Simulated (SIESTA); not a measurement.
## GaN under changes of volume

One of the cells (9.735 Å³/atom); the others are scaled copies at fixed shape and fractional positions:

```xyz
2
Lattice="0.0000 2.1352 2.1352 2.1352 0.0000 2.1352 2.1352 2.1352 0.0000" Properties=species:S:1:pos:R:3 pbc="T T T"
Ga    0.0000    0.0000    0.0000
N     2.1352    2.1352    2.1352
```

Measurements of this composition are mostly on another form, of space group No. 186.

| Property | Result |
| --- | --- |
| Program | SIESTA 5.4.2 |
| Functional | LDA |
| Potentials or basis | PseudoDojo 0.4 standard (LDA files) |
| Basis | DZP (energy shift 0.003 Ry; two zetas on semicore shells) |
| Grid cutoff | 800 Ry |
| Energy shift | 0.003 Ry |
| k mesh | 11 × 11 × 11 |
| Occupations | fermi-dirac, width 0.05 eV |
| Spin | no spin polarisation |

```tsv
volume (Å³/atom)	energy over the lowest point (meV/atom)	pressure (GPa)	gap on the mesh (eV)
9.151	1.67	4.1	0.68
9.346	0.00	-1.3	0.55
9.540	4.54	-6.0	0.42
9.735	?	?	?
9.930	29.29	-13.9	0.18
10.124	48.33	-17.1	none
10.319	71.00	-20.0	none
```

**Question.** What does the run at 9.735 Å³/atom give?

**Answer.** Energy over the lowest point 14.54 meV/atom; pressure -10.2 GPa; gap on the mesh 0.30 eV.

Worked out: A Birch-Murnaghan fit of order 3 (a polynomial in V^(-2/3)) to the other rows has its minimum at 9.30 Å³/atom with B0 = V·E''(V) = 251 GPa and B' = 5.1. It gives 14.52 meV/atom at 9.735 Å³/atom, against the run's 14.54, and -dE/dV = -10.3 GPa, against -10.2.

Energies are extrapolated to zero smearing.

Caveats: the basis of atomic orbitals isn't converged, which shifts pressures, moduli and gaps; an odd mesh through Γ misses points on the zone boundary, where band edges often lie (some runs). Spin-orbit coupling on Ga is left out.

A gap of «none» marks a metal or a gap under the smearing width.
